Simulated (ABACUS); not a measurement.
Wanted: the native input for an ABACUS 3.10.1 run.

```yaml
Task: single point
Functional: PBE
Potentials_or_basis: SPMS ONCV 1.0 PBE
Cutoff: 1361 eV
Density_cutoff: 5442 eV
Basis: DZP LCAO (the cutoffs set its grid)
k_mesh: 10 × 10 × 6
Occupations: fermi-dirac, width 0.05 eV
Spin: no spin polarisation
Orbital_files: Ru Ru_confined-atom_7au_3s2p2d1f.orb
Radial_cutoff_of_the_potentials_pseudo_rcut: 10 bohr
SCF_threshold_on_the_density: 1e-07
Max_SCF_steps: 100
Eigensolver: genelpa
Mixing: broyden
Mixing_share: 0.7
Symmetry_key: 1
```

Crystal: Ru.

```
Ru
1.0
     2.70580    0.00000    0.00000
    -1.35290    2.34329    0.00000
     0.00000    0.00000    4.28190
Ru
2
Direct
  0.66667 0.33333 0.75000
  0.33333 0.66667 0.25000
```

The input as run:

INPUT

```
INPUT_PARAMETERS
suffix              Ru
calculation         scf
basis_type          lcao
pseudo_dir          ./
orbital_dir         ./
symmetry            1
dft_functional      pbe
ecutwfc             100
pseudo_rcut         10
nspin               1
nbands              26
ks_solver           genelpa
smearing_method     fd
smearing_sigma      0.00367493
scf_thr             1e-07
scf_nmax            100
mixing_type         broyden
mixing_beta         0.7
cal_force           1
cal_stress          1
out_mul             1
out_chg             1
```

STRU

```
ATOMIC_SPECIES
Ru 101.0700 44_Ru_16_2.3_2.5_pbe_n_v1.0.upf

NUMERICAL_ORBITAL
Ru_confined-atom_7au_3s2p2d1f.orb

LATTICE_CONSTANT
5.1132209480

LATTICE_VECTORS
1.0000000000 0.0000000000 0.0000000000
-0.5000000000 0.8660254038 0.0000000000
0.0000000000 0.0000000000 1.5824894671

ATOMIC_POSITIONS
Cartesian

Ru
0.0
2
0.5000000000 0.2886751346 1.1868671003 1 1 1
0.0000000000 0.5773502692 0.3956223668 1 1 1
```

KPT

```
K_POINTS
0
Gamma
10 10 6 0 0 0
```

Potentials or basis: SPMS ONCV 1.0 PBE, DZP LCAO (the cutoffs set its grid).

Command:

```bash
$ OMP_NUM_THREADS=1 mpirun -np 4 abacus > log
```

Results of the run:

```yaml
Pressure: 6.1 GPa
Band_gap_on_the_k_mesh: none (metal or under the smearing width)
```

Caveat: the atomic orbitals were generated for these runs and aren't a published set; the basis of atomic orbitals isn't converged, which shifts pressures, moduli and gaps.

It took 8.6 s on 4 MPI ranks on Intel(R) Xeon(R) Platinum 8259CL CPU @ 2.50GHz (Skylake/Cascade Lake), with other jobs on the host, peak memory 0.4 GiB a rank.
